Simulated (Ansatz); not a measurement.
The cell is a database entry far from equilibrium at this level of theory, probably a faulty or high-pressure entry; it serves as a test geometry alone.

An input for Re: DFT, r2SCAN, PAW with Ansatz's default frozen-core files, scalar-relativistic (Ansatz 0.2.0). The PAW files were made with PBE; their cores are remade for this functional.

Command: `ansatz run input.yaml --threads 1 --pin off --max-ram 2048MiB --backend cpu --events-out ev --progress --plain --runs-dir out` The run took 13 s on 1 thread of Arm Neoverse V2, on a shared host, peak memory 0.45 GiB.

```yaml
crystal:
  lattice:
    - [2.6029010724, 0.0, 0.0]
    - [-1.3014505362, 2.2541784522, 0.0]
    - [0.0, 0.0, 4.162]
  atoms:
    - { symbol: Re, position: [0.3333333333, 0.6666666667, 0.25] }
    - { symbol: Re, position: [0.6666666667, 0.3333333333, 0.75] }
kpoints:
  mp_grid: { grid: [18, 18, 10] }
  band_path:
    path:
      - [0.0, 0.0, 0.0]
      - [0.5, 0.0, 0.0]
      - [0.3333333333, 0.3333333333, 0.0]
      - [0.0, 0.0, 0.0]
      - [0.0, 0.0, 0.5]
      - [0.5, 0.0, 0.5]
      - [0.3333333333, 0.3333333333, 0.5]
      - [0.0, 0.0, 0.5]
      - [0.5, 0.0, 0.5]
    npoints: 5
scf:
  occupations: { method: fermi_dirac, width: 0.05 }
hamiltonian:
  xc: r2scan
  pseudopotentials: { kind: paw }
output:
  forces: true
  stress: true
  eigenvalues: true
  efg: { contact_densities: true }
```

The results part of the log:

```
SCF 1 converged in 6 iterations: F = -21760.211266 eV  dr2 = 2.50e-9
  greatest PAW one-centre occupation: 1.000 electrons in one spin orbital (limit 2), on the Re atom at site 1 (counted from 0), in its partial waves of l = 0
NSCF: frozen V_eff on 41 k-points
SCF converged after 6 iterations
Free energy (F): -21760.211266 eV
Harris-Foulkes:  -21760.211266 eV  (|F-HF|=3.85e-9)
Internal energy: -21760.200681 eV  (E = F + TS)
E sigma→0 (E₀):  -21760.205973 eV
Entropy (-TS):   -0.010585 eV (-5.292 meV/atom)
Fermi energy:    29.450109 eV
--- Per-component energies (eV) ---
  E_band       = -13.992999
  E_kinetic    = 1112.905482
  E_local      = -1207.657824  (includes V_loc(G=0)·N_el)
  E_nonlocal   = 98.954554
  E_hartree    = 463.647300
  E_xc         = -783.310216
  E_vxc        = -694.881876  (∫ρ·V_xc dr)
  E_paw        = -17380.423195  (= ΣΔE_a)
  E_vpaw       = -286.950590  (= ΣTr[D̂ρ^β])
  E_aug_tail   = -0.000067  (compensation charges beyond the density's cutoff)
  E_vtau       = 36.344118  (kinetic-family band-sum trace: ∫τ·v_τ [+ j·A + Jᵃ·Aᵃ] dr)
  E_ewald      = -4063.374973
  E_core_change = -0.941741  (= ΣΔE_core)
  E_smearing   = -0.010585  (= −TS)
  E_closure    = 0.000000  (closes the sum)
  Σ components = -21760.211266   (vs F -21760.211266, Δ=0.00e0)
--- Forces (eV/Å), atoms counted from 1 ---
  atom   1  Re    -0.00000000     0.00000000     0.00000000
  atom   2  Re     0.00000000    -0.00000000     0.00000000
  max |Σ_I F_I| component: 9.25e-18 eV/Å
--- Stress (GPa, compression-positive) ---
      104.055027      -0.000000       0.000000
       -0.000000     104.055027       0.000000
        0.000000       0.000000     113.314902
  P = ⅓ Tr σ = 107.1417 GPa (1071.417 kbar)
--- PAW observables at the nuclei: V_zz in 10²¹ V/m², potentials from the cell's mean, atoms counted from 1 ---
  atom   1  Re V_zz =    -9.207693   η = 0.0000   by run symmetry: allowed
            electrostatic potential = -15152.303524 V   contact ρ = 9539287.451798 e/Å³
  atom   2  Re V_zz =    -9.207693   η = 0.0000   by run symmetry: allowed
            electrostatic potential = -15152.303524 V   contact ρ = 9539287.451798 e/Å³
--- Band table (eV; the first three rows and the last of 222) ---
  k-point 0: bands = ["-52.2212", "-51.8991", "-14.8471", "-12.7852", "-12.7852", "-12.4403", "-12.4403", "-12.3589", "17.9382", "21.0297", "27.2016", "27.2016", "27.4016", "28.3991", "28.3991", "29.5073", "29.5073", "30.8457", "33.8689"]
  k-point 1: bands = ["-52.2135", "-51.9071", "-14.7922", "-12.7769", "-12.7769", "-12.4489", "-12.4489", "-12.4272", "18.1008", "21.0687", "27.1119", "27.1119", "27.2997", "28.2861", "28.2861", "29.7536", "29.7536", "30.4197", "33.9162"]
  k-point 2: bands = ["-52.1910", "-51.9304", "-14.6314", "-12.7528", "-12.7528", "-12.6227", "-12.4738", "-12.4738", "18.5672", "21.1647", "26.9476", "26.9476", "27.0271", "27.9956", "27.9956", "29.3717", "30.3745", "30.3745", "33.9803"]
  k-point 221: bands = ["-51.8563", "-51.8563", "-14.3519", "-14.3519", "-13.8247", "-13.8247", "-12.7909", "-12.7909", "23.4589", "23.4589", "24.5445", "24.5445", "26.8966", "26.8966", "29.4198", "29.4198", "33.8297", "33.8297", "41.8658"]
```
